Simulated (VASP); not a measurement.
Wanted: the native input for a VASP 6.6.1 run.

```
Task                   : relaxation of cell and atoms
Functional             : PBE
Potentials or basis    : VASP PAW PBE potentials, release 64 (Zn)
Cutoff                 : 520 eV
k mesh                 : 19 × 19 × 9
Occupations            : gaussian, width 0.1 eV
Spin                   : no spin polarisation
Further INCAR settings : ALGO = Normal; EDIFF = 1e-07; IBRION = 2; POTIM = 0.3; EDIFFG = -0.005; NSW = 60; ISIF = 3
```

The structure of Zn lies in POSCAR:

```
Zn                                      
1.0
    2.6613279019      0.0000000000      0.0000000000
   -1.3306639510      2.3047775727      0.0000000000
    0.0000000000     -0.0000000000      4.9677041744
  Zn            
     2
Direct
     0.3333333300000021    0.6666666699999979    0.2500000000000000
     0.6666666699999979    0.3333333300000021    0.7500000000000000
```

One way to write it, as run:

INCAR

```
SYSTEM = Zn
PREC     = Accurate       ! precision mode
ENCUT    = 520            ! plane-wave cutoff, eV
EDIFF    = 1E-7           ! SCF threshold, eV
ISMEAR   = 0              ! smearing method
SIGMA    = 0.1            ! smearing width, eV
LREAL    = .False.        ! projectors in reciprocal space
LASPH    = .True.         ! aspherical terms in the spheres
NELM     = 120            ! most SCF steps
ALGO     = Normal         ! electronic algorithm
ISIF     = 3              ! what is computed and relaxed
LWAVE    = .False.        ! write WAVECAR
LCHARG   = .False.        ! write CHGCAR
GGA      = PE             ! functional
IBRION   = 2              ! ionic algorithm
NSW      = 60             ! ionic steps
EDIFFG   = -0.005         ! ionic threshold
POTIM    = 0.3            ! step
```

KPOINTS

```
regular mesh
0
Gamma
  19 19 9
  0 0 0
```

Potentials or basis: VASP PAW PBE potentials, release 64 (Zn).

The run is started by

```console
$ cat potpaw_PBE.64/Zn/POTCAR > POTCAR
$ mpirun -np 1 vasp_std > vasp.out
```

It gave:

| Item | Value |
| --- | --- |
| Energy gained by relaxing | 0.0 meV/atom |
| Ionic steps | 7 |
| Pressure after relaxing | 0.0 GPa |
| Band gap on the k mesh | none (metal or under the smearing width) |

It took 2.5 min on 1 thread of Intel(R) Xeon(R) Platinum 8559C (Emerald Rapids), on a shared host, peak memory 0.2 GiB.
